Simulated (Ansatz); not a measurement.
Relaxed BaSnO3 (cubic perovskite):

```
CELL_PARAMETERS angstrom
      4.17608     0.00000     0.00000
      0.00000     4.17608     0.00000
      0.00000     0.00000     4.17608
ATOMIC_POSITIONS crystal
  Ba 0.00000 0.00000 0.00000
  Sn 0.50000 0.50000 0.50000
  O  0.00000 0.50000 0.50000
  O  0.50000 0.50000 0.00000
  O  0.50000 0.00000 0.50000
```

These are PBE (plane waves to 420 eV, PAW, scalar-relativistic; Ansatz, a quantum-chemistry and plane-wave program) values and carry that method's errors. k mesh 7×7×7 (Γ-centred), Fermi-Dirac smearing 0.05 eV. BaSnO3 was relaxed with its symmetry unable to fall.

One atom of the cell was then moved (with its periodic images), all else fixed, and the forces (eV/Å) came out as:

| atom | Fx | Fy | Fz |
|---|---|---|---|
| Ba1 | 1.130 | 0.000 | 0.000 |
| Sn2 | -11.779 | 0.000 | 0.000 |
| O3 | 10.122 | 0.000 | 0.000 |
| O4 | 0.264 | 0.000 | 0.000 |
| O5 | 0.264 | 0.000 | 0.000 |

Q: Which atom was moved, and by which vector (Å)?

A: Sn2, by (0.38, 0.00, 0.00), 0.38 Å in all.

(For displaced atoms, the force is minus the slope of the energy, and its curvature is a force constant, which sets phonon frequencies.)
